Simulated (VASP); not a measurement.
# Shielding tensors and field gradients of AlN, part 3 of 4

Wanted: the shieldings and field gradients at the nuclei of AlN. The cell is of the wurtzite type, one of the forms listed for this formula, which need not be the common one. The start is a cell from a database of measured crystal structures.

VASP 6.6.1, plane waves and PAW; the level of theory is named at each step.

So far. Step 2 (Ground state): The cell has a gap of 4.22 eV on this mesh and a pressure of +3.5 GPa, which holds the misfit of the given cell and coordinates with this functional, and any error of cutoff, mesh and data sets. Forces of up to 0.13 eV/Å remain in these settings.

The database entry behind the starting cell differs from later determinations by our own check (inner coordinate u about 0.002 short), so it need not match the best structure at ambient conditions.

### Step 4. Another functional, PAW release LDA 64

This step: chemical shifts by linear response (GIPAW), LDA; plane waves and PAW (Al, N) (VASP 6.6.1).

The functional is changed, to see how much the shieldings depend on it.

Contents of INCAR:

```
SYSTEM = AlN
PREC = Accurate
ENCUT = 560
EDIFF = 1E-09
NELM = 100
ISMEAR = 0
SIGMA = 0.01
LREAL = .FALSE.
ALGO = Normal
GGA = CA
NBANDS = 14
LWAVE = .FALSE.
LCHARG = .FALSE.
KPAR = 2
LCHIMAG = .TRUE.
LEFG = .TRUE.
DQ = 0.001
ICHIBARE = 1
LNMR_SYM_RED = .TRUE.
```

Contents of POSCAR:

```
AlN
1.0
    3.1130000000      0.0000000000      0.0000000000
   -1.5565000000      2.6959370820      0.0000000000
    0.0000000000      0.0000000000      4.9810000000
Al N
2 2
Direct
    0.6666666667      0.3333333333      0.5000000000
    0.3333333333      0.6666666667      0.0000000000
    0.6666666667      0.3333333333      0.8800000000
    0.3333333333      0.6666666667      0.3800000000
```

Contents of KPOINTS:

```
Automatic mesh
0
Gamma
7 7 4
0 0 0
```

PAW data sets: Al and N (LDA family, release 64).

On the command line:

```sh
$ mpirun -np 2 vasp_std
```

Log:

```text
[banner, memory and clock lines left out]
running    2 mpi-ranks, on    1 nodes
 distrk:  each k-point on    1 cores,    2 groups
 distr:  one band on    1 cores,    1 groups

 POSCAR found type information on POSCAR AlN
 POSCAR found :  2 types and       4 ions
 LDA part: xc-table for (Slater(with rela. corr.)+CA(PZ))
 , standard interpolation
 POSCAR, INCAR and KPOINTS ok, starting setup
 FFT: planning ... GRIDC
 FFT: planning ... GRID_SOFT
 FFT: planning ... GRID
 WAVECAR not read
 entering main loop
       N       E                     dE             d eps       ncg     rms          rms(c)
DAV:   1     0.436436131110E+02    0.43644E+02   -0.79133E+03   672   0.110E+03
DAV:   2    -0.340778759901E+02   -0.77721E+02   -0.71646E+02   964   0.195E+02
DAV:   3    -0.378511644907E+02   -0.37733E+01   -0.37584E+01   894   0.453E+01
DAV:   4    -0.378745019018E+02   -0.23337E-01   -0.23331E-01   762   0.431E+00
DAV:   5    -0.378747358184E+02   -0.23392E-03   -0.23391E-03   900   0.424E-01    0.122E+01
DAV:   6    -0.329399619567E+02    0.49348E+01   -0.14133E+01   762   0.274E+01    0.438E+00
DAV:   7    -0.328891249517E+02    0.50837E-01   -0.57592E-01   774   0.526E+00    0.277E+00
DAV:   8    -0.328329843528E+02    0.56141E-01   -0.76434E-02   780   0.253E+00    0.368E-01
DAV:   9    -0.328290691496E+02    0.39152E-02   -0.93672E-03   876   0.691E-01    0.217E-01
DAV:  10    -0.328292529660E+02   -0.18382E-03   -0.93536E-04   798   0.196E-01    0.104E-01
DAV:  11    -0.328291963911E+02    0.56575E-04   -0.13355E-04   834   0.890E-02    0.201E-02
DAV:  12    -0.328291960250E+02    0.36608E-06   -0.23709E-06   876   0.128E-02    0.573E-03
DAV:  13    -0.328291957568E+02    0.26820E-06   -0.13052E-06   882   0.846E-03    0.699E-04
DAV:  14    -0.328291957599E+02   -0.30918E-08   -0.26152E-08   744   0.132E-03    0.104E-03
DAV:  15    -0.328291957592E+02    0.75067E-09   -0.13974E-09   666   0.332E-04
ion   1
     0.0000000     0.0000000     0.0000000    -0.1166123    -0.0000000    -0.0000000
     0.0000349     0.0000000     0.0000000    -0.1166123    -0.0000000    -0.0000000
     0.0000480     0.0000000     0.0000000    -0.1166123    -0.0000000    -0.0000000
     0.0000661     0.0000000     0.0000000    -0.1166123    -0.0000000    -0.0000000
     0.0000910     0.0000000     0.0000000    -0.1166123    -0.0000000    -0.0000000

     0.0000000     0.0000000     0.0000000    -1.8943066    -0.0000000    -0.0000000
     0.0000349     0.0000000     0.0000000    -1.8943040    -0.0000000    -0.0000000
     0.0000480     0.0000000     0.0000000    -1.8943024    -0.0000000    -0.0000000
     0.0000661     0.0000000     0.0000000    -1.8942998    -0.0000000    -0.0000000
     0.0000910     0.0000000     0.0000000    -1.8942954    -0.0000000    -0.0000000

ion   2
     0.0000000     0.0000000    -0.0000000    -0.1166123     0.0000000    -0.0000000
     0.0000349     0.0000000    -0.0000000    -0.1166123     0.0000000    -0.0000000
     0.0000480     0.0000000    -0.0000000    -0.1166123     0.0000000    -0.0000000
     0.0000661     0.0000000    -0.0000000    -0.1166123     0.0000000    -0.0000000
     0.0000910     0.0000000    -0.0000000    -0.1166123     0.0000000    -0.0000000

     0.0000000     0.0000000    -0.0000000    -1.8943066     0.0000000    -0.0000000
     0.0000349     0.0000000    -0.0000000    -1.8943040     0.0000000    -0.0000000
     0.0000480     0.0000000    -0.0000000    -1.8943024     0.0000000    -0.0000000
     0.0000661     0.0000000    -0.0000000    -1.8942998     0.0000000    -0.0000000
     0.0000910     0.0000000    -0.0000000    -1.8942954     0.0000000    -0.0000000

ion   3
     0.0000000    -0.0000000    -0.0000000     0.1381284     0.0000000    -0.0000000
     0.0000281    -0.0000000    -0.0000000     0.1381284     0.0000000    -0.0000000
     0.0000381    -0.0000000    -0.0000000     0.1381284     0.0000000    -0.0000000
     0.0000517    -0.0000000    -0.0000000     0.1381284     0.0000000    -0.0000000
     0.0000701    -0.0000000    -0.0000000     0.1381284     0.0000000    -0.0000000

     0.0000000    -0.0000000    -0.0000000     0.4558559     0.0000000    -0.0000000
     0.0000281    -0.0000000    -0.0000000     0.4558558     0.0000000    -0.0000000
     0.0000381    -0.0000000    -0.0000000     0.4558557     0.0000000    -0.0000000
     0.0000517    -0.0000000    -0.0000000     0.4558556     0.0000000    -0.0000000
     0.0000701    -0.0000000    -0.0000000     0.4558555     0.0000000    -0.0000000

ion   4
     0.0000000     0.0000000    -0.0000000     0.1381284     0.0000000    -0.0000000
     0.0000281     0.0000000    -0.0000000     0.1381284     0.0000000    -0.0000000
     0.0000381     0.0000000    -0.0000000     0.1381284     0.0000000    -0.0000000
     0.0000517     0.0000000    -0.0000000     0.1381284     0.0000000    -0.0000000
     0.0000701     0.0000000    -0.0000000     0.1381284     0.0000000    -0.0000000

     0.0000000     0.0000000    -0.0000000     0.4558559     0.0000000    -0.0000000
     0.0000281     0.0000000    -0.0000000     0.4558558     0.0000000    -0.0000000
     0.0000381     0.0000000    -0.0000000     0.4558557     0.0000000    -0.0000000
     0.0000517     0.0000000    -0.0000000     0.4558556     0.0000000    -0.0000000
     0.0000701     0.0000000    -0.0000000     0.4558555     0.0000000    -0.0000000

   1 F= -.32829196E+02 E0= -.32829196E+02  d E =-.358574E-60
DAV:   1     0.107227459389E+02    0.10723E+02   -0.17811E-10   444   0.600E-05
DAV:   2     0.107227459389E+02    0.78160E-13   -0.13024E-11   462   0.188E-05
BDIR= 1  IDIR= 2  IQ= -1
DAV:   1     0.214871147406E+02    0.21487E+02   -0.97349E-03  1506   0.709E-01
DAV:   2     0.214870711006E+02   -0.43640E-04   -0.43640E-04  1704   0.148E-01
DAV:   3     0.214870709012E+02   -0.19939E-06   -0.19941E-06  1698   0.120E-02
DAV:   4     0.214870708986E+02   -0.26079E-08   -0.25875E-08  1734   0.135E-03
DAV:   5     0.214870708986E+02   -0.47674E-10   -0.41036E-10  1252   0.178E-04
       N       E                     dE             d eps       ncg     rms
RMM:   1    -0.547913354936E+02   -0.54791E+02   -0.11086E+02  2629   0.414E+01
RMM:   2    -0.568096056907E+02   -0.20183E+01   -0.35020E+00  2784   0.647E+00
RMM:   3    -0.569120415776E+02   -0.10244E+00   -0.92644E-02  2809   0.103E+00
RMM:   4    -0.569159862886E+02   -0.39447E-02   -0.72315E-03  2821   0.231E-01
RMM:   5    -0.569163345426E+02   -0.34825E-03   -0.44247E-04  2853   0.537E-02
RMM:   6    -0.569163557825E+02   -0.21240E-04   -0.41547E-05  2860   0.143E-02
RMM:   7    -0.569163579863E+02   -0.22037E-05   -0.27446E-06  2673   0.369E-03
RMM:   8    -0.569163581242E+02   -0.13793E-06   -0.29731E-07  2278   0.103E-03
[...]
DAV:   5     0.214480470276E+02   -0.31974E-13   -0.41067E-10  1370   0.173E-04
       N       E                     dE             d eps       ncg     rms
RMM:   1    -0.549567047989E+02   -0.54957E+02   -0.10780E+02  2646   0.415E+01
RMM:   2    -0.568467714113E+02   -0.18901E+01   -0.34484E+00  2810   0.679E+00
RMM:   3    -0.569476159467E+02   -0.10084E+00   -0.93877E-02  2811   0.112E+00
RMM:   4    -0.569520900901E+02   -0.44741E-02   -0.79738E-03  2833   0.265E-01
RMM:   5    -0.569525058136E+02   -0.41572E-03   -0.55251E-04  2834   0.643E-02
RMM:   6    -0.569525372694E+02   -0.31456E-04   -0.60283E-05  2862   0.180E-02
RMM:   7    -0.569525406143E+02   -0.33449E-05   -0.45981E-06  2700   0.484E-03
RMM:   8    -0.569525408928E+02   -0.27851E-06   -0.55670E-07  2314   0.144E-03
RMM:   9    -0.569525409227E+02   -0.29973E-07   -0.41762E-08  2086   0.414E-04
RMM:  10    -0.569525409253E+02   -0.25780E-08   -0.48751E-09  1965   0.146E-04
RMM:  11    -0.569525409256E+02   -0.30239E-09   -0.43458E-10  1796   0.658E-05
BDIR= 3  IDIR= 1  IQ=  0
DAV:   1     0.214455045288E+02    0.21446E+02   -0.40510E-10   900   0.147E-04
DAV:   2     0.214455045287E+02   -0.18041E-10   -0.30237E-11   930   0.462E-05
       N       E                     dE             d eps       ncg     rms
RMM:   1    -0.550013210211E+02   -0.55001E+02   -0.10801E+02  2645   0.415E+01
RMM:   2    -0.568943681598E+02   -0.18930E+01   -0.34387E+00  2811   0.679E+00
RMM:   3    -0.569962542512E+02   -0.10189E+00   -0.94824E-02  2803   0.112E+00
RMM:   4    -0.570007842275E+02   -0.45300E-02   -0.80620E-03  2820   0.267E-01
RMM:   5    -0.570012070242E+02   -0.42280E-03   -0.56053E-04  2818   0.649E-02
RMM:   6    -0.570012390125E+02   -0.31988E-04   -0.61182E-05  2824   0.182E-02
RMM:   7    -0.570012424330E+02   -0.34205E-05   -0.46910E-06  2660   0.490E-03
RMM:   8    -0.570012427143E+02   -0.28129E-06   -0.53235E-07  2237   0.146E-03
RMM:   9    -0.570012427486E+02   -0.34236E-07   -0.47990E-08  2031   0.443E-04
RMM:  10    -0.570012427516E+02   -0.30365E-08   -0.64053E-09  1930   0.157E-04
RMM:  11    -0.570012427519E+02   -0.31320E-09   -0.43604E-10  1739   0.656E-05
BDIR= 3  IDIR= 1  IQ=  1
DAV:   1     0.214430028419E+02    0.21443E+02   -0.97266E-03  1512   0.709E-01
DAV:   2     0.214429590527E+02   -0.43789E-04   -0.43789E-04  1698   0.148E-01
DAV:   3     0.214429588536E+02   -0.19909E-06   -0.19909E-06  1728   0.118E-02
DAV:   4     0.214429588511E+02   -0.25214E-08   -0.25300E-08  1692   0.131E-03
DAV:   5     0.214429588510E+02   -0.47340E-10   -0.40636E-10  1362   0.172E-04
       N       E                     dE             d eps       ncg     rms
RMM:   1    -0.550460447875E+02   -0.55046E+02   -0.10820E+02  2643   0.415E+01
RMM:   2    -0.569423714938E+02   -0.18963E+01   -0.34370E+00  2813   0.679E+00
RMM:   3    -0.570444577612E+02   -0.10209E+00   -0.94999E-02  2806   0.112E+00
RMM:   4    -0.570489941998E+02   -0.45364E-02   -0.80635E-03  2833   0.267E-01
RMM:   5    -0.570494170160E+02   -0.42282E-03   -0.56094E-04  2836   0.650E-02
RMM:   6    -0.570494489712E+02   -0.31955E-04   -0.60924E-05  2861   0.182E-02
RMM:   7    -0.570494523813E+02   -0.34101E-05   -0.46866E-06  2699   0.491E-03
RMM:   8    -0.570494526621E+02   -0.28083E-06   -0.52989E-07  2311   0.147E-03
RMM:   9    -0.570494526961E+02   -0.34003E-07   -0.47827E-08  2088   0.444E-04
RMM:  10    -0.570494526991E+02   -0.30213E-08   -0.63161E-09  1966   0.157E-04
RMM:  11    -0.570494526995E+02   -0.31285E-09   -0.43787E-10  1794   0.658E-05
BDIR= 3  IDIR= 2  IQ= -1
DAV:   1     0.214871147406E+02    0.21487E+02   -0.97349E-03  1506   0.709E-01
DAV:   2     0.214870711006E+02   -0.43640E-04   -0.43640E-04  1704   0.148E-01
DAV:   3     0.214870709012E+02   -0.19943E-06   -0.19941E-06  1698   0.120E-02
DAV:   4     0.214870708986E+02   -0.25916E-08   -0.25875E-08  1734   0.135E-03
DAV:   5     0.214870708986E+02   -0.19853E-10   -0.41097E-10  1252   0.178E-04
       N       E                     dE             d eps       ncg     rms
RMM:   1    -0.549570051094E+02   -0.54957E+02   -0.10759E+02  2595   0.416E+01
RMM:   2    -0.568822336395E+02   -0.19252E+01   -0.35906E+00  2736   0.688E+00
RMM:   3    -0.569895271281E+02   -0.10729E+00   -0.96163E-02  2735   0.114E+00
RMM:   4    -0.569941533085E+02   -0.46262E-02   -0.84086E-03  2751   0.273E-01
RMM:   5    -0.569945959508E+02   -0.44264E-03   -0.57586E-04  2744   0.668E-02
RMM:   6    -0.569946291646E+02   -0.33214E-04   -0.64407E-05  2769   0.189E-02
RMM:   7    -0.569946327790E+02   -0.36144E-05   -0.48846E-06  2531   0.509E-03
RMM:   8    -0.569946330790E+02   -0.30004E-06   -0.60301E-07  2179   0.153E-03
RMM:   9    -0.569946331121E+02   -0.33109E-07   -0.45665E-08  1967   0.438E-04
RMM:  10    -0.569946331150E+02   -0.28814E-08   -0.56175E-09  1833   0.154E-04
RMM:  11    -0.569946331153E+02   -0.33235E-09   -0.46425E-10  1656   0.670E-05
BDIR= 3  IDIR= 2  IQ=  0
DAV:   1     0.214455045287E+02    0.21446E+02   -0.40495E-10   900   0.147E-04
DAV:   2     0.214455045287E+02   -0.32536E-10   -0.30017E-11   930   0.462E-05
       N       E                     dE             d eps       ncg     rms
RMM:   1    -0.549640858988E+02   -0.54964E+02   -0.10764E+02  2596   0.416E+01
RMM:   2    -0.568890263212E+02   -0.19249E+01   -0.35834E+00  2737   0.688E+00
RMM:   3    -0.569961506198E+02   -0.10712E+00   -0.95992E-02  2735   0.114E+00
RMM:   4    -0.570007650492E+02   -0.46144E-02   -0.83758E-03  2746   0.273E-01
RMM:   5    -0.570012059855E+02   -0.44094E-03   -0.57386E-04  2743   0.666E-02
RMM:   6    -0.570012390435E+02   -0.33058E-04   -0.63964E-05  2762   0.188E-02
RMM:   7    -0.570012426384E+02   -0.35949E-05   -0.48619E-06  2523   0.507E-03
RMM:   8    -0.570012429346E+02   -0.29621E-06   -0.57676E-07  2168   0.152E-03
RMM:   9    -0.570012429694E+02   -0.34861E-07   -0.48430E-08  1959   0.448E-04
RMM:  10    -0.570012429725E+02   -0.30759E-08   -0.62859E-09  1832   0.158E-04
RMM:  11    -0.570012429728E+02   -0.33558E-09   -0.46158E-10  1650   0.670E-05
BDIR= 3  IDIR= 2  IQ=  1
DAV:   1     0.214039787870E+02    0.21404E+02   -0.97243E-03  1494   0.709E-01
DAV:   2     0.214039351929E+02   -0.43594E-04   -0.43594E-04  1722   0.148E-01
DAV:   3     0.214039349945E+02   -0.19839E-06   -0.19840E-06  1680   0.120E-02
DAV:   4     0.214039349920E+02   -0.25397E-08   -0.25487E-08  1740   0.134E-03
DAV:   5     0.214039349919E+02   -0.49777E-10   -0.39966E-10  1222   0.177E-04
       N       E                     dE             d eps       ncg     rms
RMM:   1    -0.549713904408E+02   -0.54971E+02   -0.10767E+02  2597   0.416E+01
RMM:   2    -0.568953881321E+02   -0.19240E+01   -0.35752E+00  2738   0.688E+00
RMM:   3    -0.570022858355E+02   -0.10690E+00   -0.95754E-02  2737   0.114E+00
RMM:   4    -0.570068853645E+02   -0.45995E-02   -0.83390E-03  2751   0.272E-01
RMM:   5    -0.570073243980E+02   -0.43903E-03   -0.57149E-04  2745   0.665E-02
RMM:   6    -0.570073572858E+02   -0.32888E-04   -0.63513E-05  2768   0.188E-02
RMM:   7    -0.570073608604E+02   -0.35746E-05   -0.48373E-06  2530   0.505E-03
RMM:   8    -0.570073611549E+02   -0.29455E-06   -0.57286E-07  2177   0.152E-03
RMM:   9    -0.570073611895E+02   -0.34606E-07   -0.48109E-08  1964   0.446E-04
RMM:  10    -0.570073611926E+02   -0.30837E-08   -0.65212E-09  1835   0.158E-04
RMM:  11    -0.570073611929E+02   -0.30569E-09   -0.42347E-10  1659   0.650E-05
       N       E                     dE             d eps       ncg     rms
RLQ:   1    -0.381017722297E+00   -0.38102E+00   -0.74443E-01  2020   0.385E+00
RLQ:   2    -0.388713396916E+00   -0.76957E-02   -0.17645E-02  2516   0.433E-01
RLQ:   3    -0.389195033466E+00   -0.48164E-03   -0.38535E-04  2505   0.572E-02
RLQ:   4    -0.389212540983E+00   -0.17508E-04   -0.24431E-05  2543   0.116E-02
RLQ:   5    -0.389213735990E+00   -0.11950E-05   -0.19526E-06  2300   0.278E-03
RLQ:   6    -0.389213842655E+00   -0.10666E-06   -0.17100E-07  1892   0.765E-04
RLQ:   7    -0.389213851710E+00   -0.90556E-08   -0.17329E-08  1667   0.219E-04
RLQ:   8    -0.389213852671E+00   -0.96115E-09   -0.14181E-09  1478   0.865E-05
```

It took 5.3 min on 2 MPI ranks of Intel Xeon Platinum 8259CL at 2.50GHz (Skylake/Cascade Lake), shared host; peak memory 0.56 GiB.

(Part 3 of 4 ends here.)

[Lines on the potential files, build, host, timing and source positions are cut from VASP's logs without a mark.]

[Logs are printed without paths, hosts, clocks, repeated set-up lines and the standing remarks that a program may print on its own settings, such as how far it seeks lower states.]

[Hosts, paths, dates, database ids (printed as entryN), source tags and the programs' standing remarks are cut or masked in the printed files.]
